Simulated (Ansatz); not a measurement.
Ge in its lowest state found on the top face of a (101) slab of Sn (I4/mmm (No. 139)), 3 planes, outer planes Sn (top) and Sn (bottom); 1 a cell of 40.27 Å², its atoms last:

```
Sn Ge
1.0
     6.96217    0.00000    0.00000
    -3.48109    5.78358    0.00000
     0.00000    0.00000   24.55984
Sn Ge
12 1
Direct
  0.18114 0.36227 0.34609
  0.18114 0.86227 0.34609
  0.68114 0.36227 0.34609
  0.68114 0.86227 0.34609
  0.34028 0.69785 0.44982
  0.35859 0.21718 0.45153
  0.85757 0.69785 0.44982
  0.84377 0.18755 0.45154
  0.59286 0.15814 0.56289
  0.55732 0.61464 0.55330
  0.06528 0.15814 0.56289
  0.11599 0.73197 0.56136
  0.94169 0.38337 0.63480
```

Computed with DFT PBE, scalar-relativistic, plane waves, PAW in Ansatz. Plane waves to 420 eV, a k mesh through Γ of 5×5×1 on the computed 13-atom cell and Gaussian smearing (0.10 eV); no spin polarisation. The cell repeats along c with a dipole correction in the vacuum.

The clean top face has a work function of 3.80 eV. Adsorption changes the slab's dipole along +c by Δp = -0.0960 e·Å a cell (-0.46 D an adsorbate).

Q: What change of work function does the Helmholtz equation give?

A: A sheet of dipoles makes a step in an electron's potential energy of −e·Δp/(ε0·A), and e/ε0 = 180.95 eV·Å for Δp in e·Å: −180.95 × (-0.0960)/40.27 = +0.43 eV. This is the change of φ(top) − φ(bottom). If the bottom face is unmoved, φ(top) becomes 4.23 eV.

Q: How does that compare with the calculation?

A: φ(top) changes by +0.37 eV and φ(bottom) by -0.06 eV, so their difference changes by +0.43 eV. The slab is thin enough for the adsorbate to shift the Fermi level against the bottom face too.

Q: What does the sign say about the electrons?

A: The change of dipole points into the surface (negative end outward), so the work function rises. Electrons gather on the vacuum side. Δp also holds the adsorbate's own dipole and the moves of the surface atoms, so it isn't a charge transfer alone.

The reference crystal is a form of Sn, which isn't its usual structure.